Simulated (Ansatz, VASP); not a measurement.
# As in VASP and in Ansatz

File INCAR:

```
SYSTEM = As
PREC = Accurate
ENCUT = 520
EDIFF = 1E-7
ISMEAR = 0
SIGMA = 0.1
LREAL = .False.
LASPH = .True.
NELM = 60
ALGO = Normal
ISIF = 2
LWAVE = .False.
LCHARG = .False.
GGA = PE
NBANDS = 18
```

Contents of KPOINTS:

```
regular mesh
0
Gamma
  6 6 6
  0 0 0
```

POSCAR

```
As
1.0
    8.0130008398      0.0000000000      0.0000000000
    0.0000000000      8.0130008398      0.0000000000
    0.0000000000      0.0000000000      8.0130008398
As
4
Direct
    0.0044490056      0.0044490056      0.0044490056
    0.4955509944      0.9955509944      0.5044490056
    0.5044490056      0.4955509944      0.9955509944
    0.9955509944      0.5044490056      0.4955509944
```

Input for Ansatz:

```yaml
crystal:
  lattice:
    - [8.0130008398, 0.0, 0.0]
    - [0.0, 8.0130008398, 0.0]
    - [0.0, 0.0, 8.0130008398]
  atoms:
    - { symbol: As, position: [0.0044490056, 0.0044490056, 0.0044490056] }
    - { symbol: As, position: [0.4955509944, 0.9955509944, 0.5044490056] }
    - { symbol: As, position: [0.5044490056, 0.4955509944, 0.9955509944] }
    - { symbol: As, position: [0.9955509944, 0.5044490056, 0.4955509944] }
basis:
  ecutwfc: 420
kpoints:
  mp_grid: { grid: [6, 6, 6] }
hamiltonian:
  xc: pbe
scf:
  occupations: { method: gaussian, width: 0.1 }
output:
  forces: true
  stress: true
  eigenvalues: true
  populations: true
```

Alike in both runs: task single point; functional PBE; k mesh 6 × 6 × 6; occupations gaussian, width 0.1 eV; no spin polarisation.

|  | VASP | Ansatz |
| --- | --- | --- |
| version | VASP 6.6.1 | Ansatz 0.2.0 |
| potentials or method | VASP PAW PBE potentials, release 64 (As) | scalar-relativistic, plane waves, PAW |
| plane-wave cutoff (eV) | 520 | 420 |
| valence electrons in the cell | 20 | 60 |

```tsv
	VASP	Ansatz	Ansatz less VASP
gap on the k mesh at the Fermi level (eV)	none	none	-
pressure (GPa)	-1.0	-1.0	0.00
rms of the force components (eV/Å)	0.022	0.022	0.0000
```

Atom by atom the forces differ by 0.000 eV/Å (rms over components). A gap of «none» marks a metal or a gap that the smearing closes. The two sets of potentials don't hold the same shells in valence.
